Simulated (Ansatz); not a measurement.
Geometry optimisation, Ansatz 0.2.0, DFT PBE-D3(BJ), scalar-relativistic, plane waves, PAW.

Input file:

```yaml
crystal:
  lattice:
    - [-2.4986, 4.327702, 5.4571]
    - [4.9972, 0.0, 5.4571]
    - [4.9972, 8.655404, 0.0]
  atoms:
    - { symbol: Si, position: [0.7517352, 0.2465021, 0.117872] }
    - { symbol: Si, position: [0.1675505, 0.1681563, 0.1644164] }
    - { symbol: Si, position: [0.5839106, 0.0840043, 0.9586203] }
    - { symbol: O, position: [0.980088, 0.1956238, 0.111963] }
    - { symbol: O, position: [0.3483013, 0.1486555, 0.0304484] }
    - { symbol: O, position: [0.1880354, 0.9754119, 0.3061291] }
    - { symbol: O, position: [0.1457118, 0.3547461, 0.2179533] }
    - { symbol: O, position: [0.7047503, 0.1211261, 0.0422692] }
    - { symbol: Si, position: [0.7534661, 0.2512072, 0.6217028] }
    - { symbol: Si, position: [0.1602599, 0.1733526, 0.6677875] }
    - { symbol: Si, position: [0.5870759, 0.0795787, 0.4584621] }
    - { symbol: O, position: [0.9690716, 0.1825272, 0.6162961] }
    - { symbol: O, position: [0.353907, 0.140671, 0.534474] }
    - { symbol: O, position: [0.1247941, 0.7073169, 0.5351761] }
    - { symbol: O, position: [0.1902067, 0.9873116, 0.804456] }
    - { symbol: O, position: [0.1501166, 0.3516728, 0.7210792] }
    - { symbol: O, position: [0.7129905, 0.1243306, 0.5406624] }
    - { symbol: Si, position: [0.2508609, 0.741541, 0.3780588] }
    - { symbol: Si, position: [0.6654606, 0.6697456, 0.420276] }
    - { symbol: Si, position: [0.0863014, 0.573631, 0.2039022] }
    - { symbol: O, position: [0.4796116, 0.6855952, 0.3639783] }
    - { symbol: O, position: [0.851356, 0.6507105, 0.2842632] }
    - { symbol: O, position: [0.6266287, 0.2002843, 0.3005773] }
    - { symbol: O, position: [0.6883545, 0.4810349, 0.5527028] }
    - { symbol: O, position: [0.6514698, 0.8509764, 0.4683824] }
    - { symbol: O, position: [0.2105111, 0.6275642, 0.2870757] }
    - { symbol: Si, position: [0.2491816, 0.7464828, 0.8753454] }
    - { symbol: Si, position: [0.6686834, 0.6716757, 0.9132235] }
    - { symbol: Si, position: [0.0803922, 0.588533, 0.7023038] }
    - { symbol: O, position: [0.4765453, 0.6920033, 0.8664778] }
    - { symbol: O, position: [0.8510233, 0.6534082, 0.7817312] }
    - { symbol: O, position: [0.6243958, 0.2158766, 0.7942002] }
    - { symbol: O, position: [0.6879112, 0.4848839, 0.0504403] }
    - { symbol: O, position: [0.6508673, 0.849889, 0.9724609] }
    - { symbol: O, position: [0.2089656, 0.6224152, 0.7872976] }
total_charge: -2
basis:
  ecutwfc: 420.0
kpoints:
  mp_grid: { grid: [2, 2, 2] }
hamiltonian:
  xc: pbe
  dispersion: d3bj
  pseudopotentials: { kind: paw, azcp: { folder: soft_1 } }
scf:
  occupations: { method: gaussian, width: 0.02 }
  lower_state_search: "off"
relax:
  f_tol: 0.03
  max_steps: 60
  adjacent_minimum: "off"
```

Launched with:

```bash
$ ansatz run input.yaml --threads 4 --pin off --max-ram 10240MiB --backend cpu --events-out ev --progress --plain --runs-dir out
```

Q: Where does it end, and by what steps?

A: It converged. The force dipped under the threshold on the way, but the program's further checks kept it going. Limits of this set-up: coarse k mesh, no spin, though dangling bonds at a vacancy may carry it, a small cell, in which the defect meets its images, charged cell in a uniform background, uncorrected. After 36 steps the energy has fallen by 5.834 eV; O35 moved furthest, 1.09 Å. Joined: Si27–Si29 (3.11 → 2.41 Å).

```json
{"step": "0", "energy less start (eV)": "0.0000", "largest force component (eV/Å)": "5.132", "accepted": "yes"}
{"step": "2", "energy less start (eV)": "-3.5449", "largest force component (eV/Å)": "1.470", "accepted": "yes"}
{"step": "4", "energy less start (eV)": "-3.9333", "largest force component (eV/Å)": "0.729", "accepted": "yes"}
{"step": "6", "energy less start (eV)": "-4.5066", "largest force component (eV/Å)": "0.815", "accepted": "yes"}
{"step": "8", "energy less start (eV)": "-4.6242", "largest force component (eV/Å)": "1.863", "accepted": "no"}
{"step": "10", "energy less start (eV)": "-5.1403", "largest force component (eV/Å)": "0.317", "accepted": "yes"}
{"step": "12", "energy less start (eV)": "-5.3053", "largest force component (eV/Å)": "0.217", "accepted": "yes"}
{"step": "14", "energy less start (eV)": "-5.3270", "largest force component (eV/Å)": "0.130", "accepted": "yes"}
{"step": "16", "energy less start (eV)": "-5.3234", "largest force component (eV/Å)": "0.131", "accepted": "no"}
{"step": "18", "energy less start (eV)": "-5.3400", "largest force component (eV/Å)": "0.072", "accepted": "yes"}
{"step": "20", "energy less start (eV)": "-5.3714", "largest force component (eV/Å)": "0.310", "accepted": "yes"}
{"step": "22", "energy less start (eV)": "-5.5579", "largest force component (eV/Å)": "0.762", "accepted": "yes"}
{"step": "24", "energy less start (eV)": "-5.7176", "largest force component (eV/Å)": "0.419", "accepted": "yes"}
{"step": "26", "energy less start (eV)": "-5.7559", "largest force component (eV/Å)": "0.221", "accepted": "yes"}
{"step": "28", "energy less start (eV)": "-5.8017", "largest force component (eV/Å)": "0.219", "accepted": "yes"}
{"step": "30", "energy less start (eV)": "-5.8261", "largest force component (eV/Å)": "0.309", "accepted": "yes"}
{"step": "32", "energy less start (eV)": "-5.8330", "largest force component (eV/Å)": "0.048", "accepted": "no"}
{"step": "34", "energy less start (eV)": "-5.8331", "largest force component (eV/Å)": "0.048", "accepted": "yes"}
{"step": "36", "energy less start (eV)": "-5.8344", "largest force component (eV/Å)": "0.022", "accepted": "yes"}
```

```xyz
35
Lattice="-2.4986 4.3277 5.4571 4.9972 0.0000 5.4571 4.9972 8.6554 0.0000" Properties=species:S:1:pos:R:3
Si -0.024 4.340 5.394
Si 1.367 2.283 1.776
Si 3.785 10.713 3.562
O -0.962 5.477 6.064
O 0.147 1.783 2.738
O 5.988 3.691 6.499
O 2.701 2.455 2.651
O -0.992 3.334 4.555
Si 2.436 8.702 5.542
Si 3.891 6.830 1.794
Si 1.323 6.495 3.661
O 1.579 9.845 6.280
O 2.705 6.393 2.845
O 5.740 5.069 4.173
O 8.471 8.079 6.311
O 5.220 7.162 2.659
O 1.422 7.683 4.774
Si 4.954 4.351 5.379
Si 3.718 6.477 7.354
Si 3.706 1.793 3.886
O 3.950 5.331 6.230
O 2.619 5.925 8.407
O 1.050 5.060 4.395
O 3.267 7.862 6.632
O 5.072 6.837 8.171
O 4.008 3.179 4.793
Si 7.293 8.452 5.088
Si 6.205 10.736 7.157
Si 6.379 6.639 3.798
O 6.441 9.716 5.929
O 5.074 10.258 8.211
O 3.437 9.391 4.449
O 0.804 3.545 6.522
O 7.593 11.039 7.986
O 6.117 7.187 5.398
```

Whether the end is a true minimum wasn't checked by a vibrational analysis.

Run time: 76 s on 4 threads of AMD EPYC 9R45 96-Core Processor (Zen 5), on a shared host, peak memory 1.6 GiB.
